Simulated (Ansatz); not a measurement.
# Cd4Te5: the cost of one run

Method: DFT PBEsol, scalar-relativistic, plane waves, PAW, in Ansatz 0.2.0.

The COD entry's cell or inner coordinates are ideal or old and differ from later refinements, so a difference from it is no clean test against experiment.

3 further runs of the same task are left out: 1 that didn't finish, 2 set aside as unsound or not needed.

### 1 The starting structure

Symmetry: F-43m, No. 216, cubic system. Conventional cell: a = 6.489 Å, b = 6.489 Å, c = 6.489 Å, α = 90.00°, β = 90.00°, γ = 90.00°. Cd (site symmetry -43m) is surrounded by 4 Te at 2.81 Å. Te (site symmetry -43m) is surrounded by 4 Cd at 2.81 Å.

As a file:

```
Cd Te
1.0
     0.00000    3.24467    3.24467
     3.24467    0.00000    3.24467
     3.24467    3.24467    0.00000
Cd Te
1 1
Cartesian
  0.0000 0.0000 0.0000
  4.8670 4.8670 4.8670
```

It is the result of an earlier relaxation at this level (volume 34.16 Å³/atom; gap on the mesh: 0.65 eV).

The bulk reference comes from a run made before at the same settings: -7543.1716 eV/atom.

### 2 The (100) slab

Planes are indexed in the bulk's conventional cell (F-43m (No. 216)), a = 6.489 Å, b = 6.489 Å, c = 6.489 Å, α = 90.00°, β = 90.00°, γ = 90.00°.

Cut from the relaxed bulk: a (100) slab, 13.0 Å thick as cut, with 15 Å of vacuum; its outer planes are Te (top) and Te (bottom).

The slab as cut. Layers, bottom to top:

| plane | atoms per cell | height over the lowest (Å) |
| --- | --- | --- |
| 1 | Te | 0.00 |
| 2 | Cd | 1.62 |
| 3 | Te | 3.24 |
| 4 | Cd | 4.87 |
| 5 | Te | 6.49 |
| 6 | Cd | 8.11 |
| 7 | Te | 9.73 |
| 8 | Cd | 11.36 |
| 9 | Te | 12.98 |

### 3 Single point on the unrelaxed (100) slab

The cell repeats along c, and a dipole correction in the vacuum removes the field between the copies.

File input.yaml:

```yaml
crystal:
  lattice:
    - [4.588658479, 0.0, 0.0]
    - [0.0, 4.588658479, 0.0]
    - [0.0, 0.0, 27.9786861081]
  atoms:
    - { symbol: Te, position: [0.0, 0.5, 0.2680611938] }
    - { symbol: Cd, position: [0.5, 0.5, 0.3260458954] }
    - { symbol: Te, position: [0.5, 0.0, 0.3840305969] }
    - { symbol: Cd, position: [0.0, 0.0, 0.4420152985] }
    - { symbol: Te, position: [0.0, 0.5, 0.5] }
    - { symbol: Cd, position: [0.5, 0.5, 0.5579847015] }
    - { symbol: Te, position: [0.5, 0.0, 0.6159694031] }
    - { symbol: Cd, position: [0.0, 0.0, 0.6739541046] }
    - { symbol: Te, position: [0.0, 0.5, 0.7319388062] }
basis:
  ecutwfc: 420
kpoints:
  mp_grid: { grid: [6, 6, 1] }
hamiltonian:
  xc: pbesol
scf:
  occupations: { method: gaussian, width: 0.05 }
output:
  forces: true
  stress: true
  eigenvalues: true
  write_density: true
  write_potential: true
  elf: true
  volumetric_format: npy
efield:
  axis: 3
  dipole_correction: true
  ramp_width: 0.04
```

Command:

```bash
$ ansatz run input.yaml --threads 1 --pin off --max-ram 2560MiB --backend cpu --events-out ev --progress --plain --runs-dir out
```

Q: Estimate wall time and peak memory on 1 thread of Intel Xeon at 2.50GHz (Skylake/Cascade Lake), shared host.

About 4 min, with a peak of 1.1 GiB.
